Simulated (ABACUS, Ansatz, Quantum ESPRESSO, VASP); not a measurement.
**Fitting the PBE energy curve of FeAl**

The structure is cubic, space group Pm-3m (No. 221). The conventional cell has a = 2.910 Å, b = 2.910 Å, c = 2.910 Å, α = 90.00°, β = 90.00°, γ = 90.00°. Fe (site symmetry m-3m) is surrounded by 8 Al at 2.52 Å. Around Al (site symmetry m-3m) lie 8 Fe at 2.52 Å.

The cell was scaled at fixed shape and fractions and run with Ansatz, Ansatz PAW, cutoff 420 eV; PBE, k mesh 9 × 9 × 9 on the cell of 2 atoms, fermi-dirac occupations of 0.05 eV, collinear spin, ferromagnetic start, no spin-orbit coupling. Energies are those that the program minimises, any entropy of the smearing included. For a metal such a mesh isn't converged to the digits shown. The magnetic state is the one that the start led to, which needn't be the lowest.

| V (Å³/atom) | energy over the lowest row (meV/atom) |
| --- | --- |
| 11.5818 | 3.82 |
| 11.8282 | 0.00 |
| 12.0747 | 1.89 |
| 12.3211 | 8.91 |
| 12.5675 | ? |
| 12.8139 | 36.24 |
| 13.0604 | 55.64 |

**Question.** Fit the third-order Birch-Murnaghan form, give V0, B0 and B′, and predict the energy left open.

**Answer.** With y = (V0/V)^(2/3), E = E0 + (9 V0 B0/16) [(y - 1)³ B′ + (y - 1)² (6 - 4y)]. Least squares through the rows shown give V0 = 11.8656 Å³/atom, E0 = -0.07 meV, B0 = 176.0 GPa (1 eV/Å³ = 160.218 GPa) and B′ = 4.33, with a largest miss of 0.01 meV. At V = 12.5675 the form with these constants gives 20.52 meV; the run gave 20.52 meV an atom. Other set-ups at this level, from all their volumes (Å³/atom, GPa): ABACUS, PseudoDojo NC SR 0.4.1 PBE standard, plane waves: V0 11.863, B0 177; Quantum ESPRESSO, SSSP 1.3 efficiency PBE: V0 11.894, B0 176; VASP, PBE PAW files Al, Fe, 520 eV: V0 11.863, B0 176.2.
